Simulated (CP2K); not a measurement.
**Bi under changes of volume**

One of the cells (31.117 Å³/atom); the others are scaled copies at fixed shape and fractional positions:

```
CELL_PARAMETERS angstrom
3.43194 0.00000 0.00000
-1.14398 3.23566 0.00000
-1.14398 -1.61783 2.80217
ATOMIC_POSITIONS crystal
Bi 0.00000 0.00000 0.00000
```

This isn't the form of Bi at room conditions, which is rhombohedral.

```yaml
Program: CP2K 2026.2
Functional: PBEsol
Potentials_or_basis: POTENTIAL_UZH Bi GTH-PBE-q5; TZVP-MOLOPT-PBE-GTH basis
Density_cutoff: 6123 eV
k_mesh: 9 × 9 × 9
Occupations: fermi-dirac, width 0.01 eV
Spin: no spin polarisation
```

```csv
volume (Å³/atom),energy over the lowest point (meV/atom),pressure (GPa)
29.250,25.57,4.1
29.872,12.67,2.7
30.495,?,?
31.117,0.00,0.5
31.739,0.25,-0.6
32.362,4.85,-1.7
32.984,13.32,-2.6
```

**Question.** What does the run at 30.495 Å³/atom give?

**Answer.** Energy over the lowest point 4.33 meV/atom; pressure 1.6 GPa.

Worked out: A Birch-Murnaghan fit of order 3 (a polynomial in V^(-2/3)) to the other rows has its minimum at 31.39 Å³/atom with B0 = V·E''(V) = 56 GPa (rough, since the energies scatter). It gives 4.12 meV/atom at 30.495 Å³/atom, against the run's 4.33, and -dE/dV = 1.6 GPa, against 1.6.

Energies are extrapolated to zero smearing.

Caveats: the potentials were made for another functional, which shifts forces and pressure; the basis of atomic orbitals isn't converged, which shifts pressures, moduli and gaps.
